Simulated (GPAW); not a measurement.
A run of GPAW 26.7.0:

File run.py:

```python
import numpy as np
import spglib
from ase import Atoms
from ase.dft.bandgap import bandgap
from ase.io import read, write
from gpaw import GPAW, PW
from gpaw.spinorbit import soc_eigenstates

atoms = read('Au.cif')
cell, positions, numbers = spglib.find_primitive(
    (atoms.cell[:], atoms.get_scaled_positions(), atoms.numbers), symprec=1e-4)
atoms = Atoms(numbers, cell=cell, scaled_positions=positions, pbc=True)

calc = GPAW(mode=PW(600),
            xc={'name': 'vdW-DF', 'backend': 'libvdwxc'},
            kpts={'size': (11, 11, 11), 'gamma': True},
            occupations={'name': 'fermi-dirac', 'width': 0.05},
            nbands=14,
            convergence={'density': 1e-05, 'energy': 1e-05},
            maxiter=150,
            txt='gpaw.txt')
atoms.calc = calc
energy = atoms.get_potential_energy()
forces = atoms.get_forces()
calc.write('gs.gpw')
write('result.traj', atoms)
print(f'Energy: {energy:.6f} eV')
print('Forces (eV/A):')
print(forces.round(4))
print('Fermi level:', round(calc.get_fermi_level(), 4), 'eV')
print(f'Gap: {bandgap(calc)[0]:.4f} eV, direct: {bandgap(calc, direct=True)[0]:.4f} eV')

path = atoms.cell.bandpath('GXWKGLUWLK,UX', npoints=100, eps=1e-4)
bs_calc = calc.fixed_density(kpts=path, symmetry='off', nbands=21,
                             convergence={'bands': 'CBM+6.0', 'eigenstates': 1e-6}, txt='bands.txt')
bs = bs_calc.band_structure()
bs.write('bs.json')
print(f'Gap on the path: {bandgap(bs_calc)[0]:.4f} eV')

soc = soc_eigenstates(bs_calc, theta=0, phi=0)
np.savetxt('soc_bands.dat', soc.eigenvalues(), fmt='%.4f')
mesh = soc_eigenstates('gs.gpw', theta=0, phi=0)
np.savetxt('soc_mesh.dat', mesh.eigenvalues(), fmt='%.4f')
print('Fermi level with spin-orbit coupling:', round(mesh.fermi_level, 4), 'eV')
```

The input Au.cif:

```cif
data_Au
_cell_length_a 4.07000000
_cell_length_b 4.07000000
_cell_length_c 4.07000000
_cell_angle_alpha 90.00000000
_cell_angle_beta 90.00000000
_cell_angle_gamma 90.00000000
_space_group_name_H-M_alt 'Fm-3m'
_space_group_name_Hall '-F 4 2 3'
_space_group_IT_number 225
loop_
_space_group_symop_operation_xyz
'x,y,z'
'-x,-y,-z'
'-y,x,z'
'y,-x,-z'
'-x,-y,z'
'x,y,-z'
'y,-x,z'
'-y,x,-z'
'x,-y,-z'
'-x,y,z'
'-y,-x,-z'
'y,x,z'
'-x,y,-z'
'x,-y,z'
'y,x,-z'
'-y,-x,z'
'z,x,y'
'-z,-x,-y'
'z,-y,x'
'-z,y,-x'
'z,-x,-y'
'-z,x,y'
'z,y,-x'
'-z,-y,x'
'-z,x,-y'
'z,-x,y'
'-z,-y,-x'
'z,y,x'
'-z,-x,y'
'z,x,-y'
'-z,y,x'
'z,-y,-x'
'y,z,x'
'-y,-z,-x'
'x,z,-y'
'-x,-z,y'
'-y,z,-x'
'y,-z,x'
'-x,z,y'
'x,-z,-y'
'-y,-z,x'
'y,z,-x'
'-x,-z,-y'
'x,z,y'
'y,-z,-x'
'-y,z,x'
'x,-z,y'
'-x,z,-y'
'x,y+1/2,z+1/2'
'-x,-y+1/2,-z+1/2'
'-y,x+1/2,z+1/2'
'y,-x+1/2,-z+1/2'
'-x,-y+1/2,z+1/2'
'x,y+1/2,-z+1/2'
'y,-x+1/2,z+1/2'
'-y,x+1/2,-z+1/2'
'x,-y+1/2,-z+1/2'
'-x,y+1/2,z+1/2'
'-y,-x+1/2,-z+1/2'
'y,x+1/2,z+1/2'
[... 40 lines left out ...]
'-x+1/2,-y,z+1/2'
'x+1/2,y,-z+1/2'
'y+1/2,-x,z+1/2'
'-y+1/2,x,-z+1/2'
'x+1/2,-y,-z+1/2'
'-x+1/2,y,z+1/2'
'-y+1/2,-x,-z+1/2'
'y+1/2,x,z+1/2'
'-x+1/2,y,-z+1/2'
'x+1/2,-y,z+1/2'
'y+1/2,x,-z+1/2'
'-y+1/2,-x,z+1/2'
'z+1/2,x,y+1/2'
'-z+1/2,-x,-y+1/2'
'z+1/2,-y,x+1/2'
'-z+1/2,y,-x+1/2'
'z+1/2,-x,-y+1/2'
'-z+1/2,x,y+1/2'
'z+1/2,y,-x+1/2'
'-z+1/2,-y,x+1/2'
'-z+1/2,x,-y+1/2'
'z+1/2,-x,y+1/2'
'-z+1/2,-y,-x+1/2'
'z+1/2,y,x+1/2'
'-z+1/2,-x,y+1/2'
'z+1/2,x,-y+1/2'
'-z+1/2,y,x+1/2'
'z+1/2,-y,-x+1/2'
'y+1/2,z,x+1/2'
'-y+1/2,-z,-x+1/2'
'x+1/2,z,-y+1/2'
'-x+1/2,-z,y+1/2'
'-y+1/2,z,-x+1/2'
'y+1/2,-z,x+1/2'
'-x+1/2,z,y+1/2'
'x+1/2,-z,-y+1/2'
'-y+1/2,-z,x+1/2'
'y+1/2,z,-x+1/2'
'-x+1/2,-z,-y+1/2'
'x+1/2,z,y+1/2'
'y+1/2,-z,-x+1/2'
'-y+1/2,z,x+1/2'
'x+1/2,-z,y+1/2'
'-x+1/2,z,-y+1/2'
'x+1/2,y+1/2,z'
'-x+1/2,-y+1/2,-z'
'-y+1/2,x+1/2,z'
'y+1/2,-x+1/2,-z'
'-x+1/2,-y+1/2,z'
'x+1/2,y+1/2,-z'
'y+1/2,-x+1/2,z'
'-y+1/2,x+1/2,-z'
'x+1/2,-y+1/2,-z'
'-x+1/2,y+1/2,z'
'-y+1/2,-x+1/2,-z'
'y+1/2,x+1/2,z'
'-x+1/2,y+1/2,-z'
'x+1/2,-y+1/2,z'
'y+1/2,x+1/2,-z'
'-y+1/2,-x+1/2,z'
'z+1/2,x+1/2,y'
'-z+1/2,-x+1/2,-y'
'z+1/2,-y+1/2,x'
'-z+1/2,y+1/2,-x'
'z+1/2,-x+1/2,-y'
'-z+1/2,x+1/2,y'
'z+1/2,y+1/2,-x'
'-z+1/2,-y+1/2,x'
'-z+1/2,x+1/2,-y'
'z+1/2,-x+1/2,y'
'-z+1/2,-y+1/2,-x'
'z+1/2,y+1/2,x'
'-z+1/2,-x+1/2,y'
'z+1/2,x+1/2,-y'
'-z+1/2,y+1/2,x'
'z+1/2,-y+1/2,-x'
'y+1/2,z+1/2,x'
'-y+1/2,-z+1/2,-x'
'x+1/2,z+1/2,-y'
'-x+1/2,-z+1/2,y'
'-y+1/2,z+1/2,-x'
'y+1/2,-z+1/2,x'
'-x+1/2,z+1/2,y'
'x+1/2,-z+1/2,-y'
'-y+1/2,-z+1/2,x'
'y+1/2,z+1/2,-x'
'-x+1/2,-z+1/2,-y'
'x+1/2,z+1/2,y'
'y+1/2,-z+1/2,-x'
'-y+1/2,z+1/2,x'
'x+1/2,-z+1/2,y'
'-x+1/2,z+1/2,-y'
loop_
_atom_site_label
_atom_site_type_symbol
_atom_site_symmetry_multiplicity
_atom_site_Wyckoff_symbol
_atom_site_fract_x
_atom_site_fract_y
_atom_site_fract_z
_atom_site_occupancy
Au1 Au 4 a 0.0000000000 0.0000000000 0.0000000000 1
```

Potentials or basis: GPAW PAW data sets (gpaw-data 1.2.1), pw.

Run with:

```console
$ OMP_NUM_THREADS=1 python run.py
```

Hardware: 1 thread of Intel(R) Xeon(R) Platinum 8488C (Sapphire Rapids), on a shared host.

Problem. Estimate the wall time of this run.

Solution. Run time: 14 s on 1 thread of Intel(R) Xeon(R) Platinum 8488C (Sapphire Rapids), on a shared host, peak memory 0.24 GiB. Counts: scf iterations 12, plane waves 572, bands 14, k points 56.
